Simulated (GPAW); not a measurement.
The system is CuAu.

```
CELL_PARAMETERS angstrom
2.81075 0.00000 0.00000
0.00000 2.81075 0.00000
0.00000 0.00000 3.68500
ATOMIC_POSITIONS crystal
Au 0.00000 0.00000 0.00000
Cu 0.50000 0.50000 0.50000
```

```yaml
Program: GPAW 26.7.0
Task: relaxation of cell and atoms
Functional: PBEsol
Dispersion: D3(BJ)
Potentials_or_basis: PAW data sets generated in the run's folder for this functional
Cutoff: 600 eV
Basis: pw
k_mesh: 9 × 9 × 7
Occupations: fermi-dirac, width 0.05 eV
Spin: no spin polarisation
```

At the start: pressure -7.9 GPa; volume 14.56 Å³/atom.

Task: Where does the relaxation end?

Result: Over 8 steps the energy falls by 17.0 meV/atom and the volume is 13.90 Å³/atom (-4.5 %); space group P4/mmm (No. 123, to 0.05 Å).

Step by step:
```tsv
step	energy change (eV)	largest force (eV/Å)	pressure (GPa)	volume (Å³)
1	0.0000	0.0000	-7.86	29.11
2	-0.0182	0.0000	-5.46	28.67
3	-0.0327	0.0000	0.55	27.73
4	-0.0330	0.0000	0.02	27.81
5	-0.0332	0.0000	-0.16	27.83
6	-0.0337	0.0000	-0.45	27.86
7	-0.0339	0.0000	-0.32	27.84
8	-0.0339	0.0000	-0.08	27.80
```

Final structure:
```
Au Cu
1.0
     2.78296    0.00000    0.00000
     0.00000    2.78296    0.00000
     0.00000    0.00000    3.58968
Au Cu
1 1
Direct
  0.00000 0.00000 0.00000
  0.50000 0.50000 0.50000
```

Caveat: with these Cu and Au data sets, volumes or pressures lay over 1.5 % or 2 GPa off other programs in two to four cells of ten; later steps reuse the first step's grids; pairwise dispersion overbinds metals, which lowers pressure and volume.
